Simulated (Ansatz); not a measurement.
**Ta: properties at the relaxed cell**

An exercise on one series of results from a longer session: the logs are not shown, and one member is left open.

This is Ta in the fcc structure; at room conditions it is bcc.

Computed with Ansatz 0.2.0 (DFT PBEsol, scalar-relativistic, plane waves, PAW, unless a step's input says otherwise).

1 further run of the same task is left out (set aside as unsound or not needed).

## The starting structure

Symmetry: Fm-3m, No. 225, cubic system. The conventional cell has a = 4.176 Å, b = 4.176 Å, c = 4.176 Å, α = 90.00°, β = 90.00°, γ = 90.00°. Around Ta (site symmetry m-3m) lie 12 Ta at 2.95 Å.

As a file:

```
Ta
1.0
     0.00000    2.08780    2.08780
     2.08780    0.00000    2.08780
     2.08780    2.08780    0.00000
Ta
1
Direct
  0.00000 0.00000 0.00000
```

It is the result of an earlier relaxation at this level (volume 18.20 Å³/atom; gap on the mesh: none (metal)).

Set-up of the first run:

input.yaml

```yaml
crystal:
  lattice:
    - [0.0, 2.0877952332, 2.0877952332]
    - [2.0877952332, 0.0, 2.0877952332]
    - [2.0877952332, 2.0877952332, 0.0]
  atoms:
    - { symbol: Ta, position: [0.0, 0.0, 0.0] }
basis:
  ecutwfc: 420
kpoints:
  mp_grid: { grid: [18, 18, 18] }
  band_path:
    path:
      - [[0.0, 0.0, 0.0], [0.5, 0.0, 0.5], [0.625, 0.25, 0.625]]
      - [[0.375, 0.375, 0.75], [0.0, 0.0, 0.0], [0.5, 0.5, 0.5], [0.5, 0.25, 0.75], [0.5, 0.0, 0.5]]
    npoints: 14
hamiltonian:
  xc: pbesol
scf:
  occupations: { method: gaussian, width: 0.1 }
  n_extra_bands: 6
output:
  forces: true
  stress: true
  eigenvalues: true
  populations: true
  dos: { projected: true, de: 0.02, nscf_kmesh: { grid: [27, 27, 27] } }
  bader: true
```

Run with:

```bash
$ ansatz run input.yaml --threads 1 --pin off --max-ram 2560MiB --backend cpu --events-out ev --progress --plain --runs-dir out
```

Steps of the session up to this table: Static run: bands, density of states and charges; The cell scaled to 0.97 of its volume; The cell scaled to 1.03 of its volume; The cell scaled to 0.94 of its volume; Volume × 1.06.

One of the session's tables, all rows but one given; the rest of the session is left out.

It belongs to the step «Energy against volume». 

```
volume (Å³/atom)  energy above the lowest point (meV/atom)  pressure (GPa)
          17.109                                      44.7           13.93
          17.655                                         ?               ?
          18.201                                       0.0            0.02
          18.747                                       9.7           -5.60
          19.293                                      37.3          -10.51
```

Q: Estimate the row for volume (Å³/atom) = 17.655 from the others.

Worked estimate for «energy above the lowest point (meV/atom)». A straight line through the neighbours (17.109, 44.7) and (18.201, 0.0) gives 44.7 + (0.0 − 44.7) × (17.655 − 17.109) / (18.201 − 17.109) = 22.4; a parabola fitted to 3 rows on both sides gives 11.7.

**Answer.** energy above the lowest point (meV/atom): 10.6; pressure (GPa): 6.47. In «energy above the lowest point (meV/atom)» the line misses by +11.8 and the parabola by +1.1.
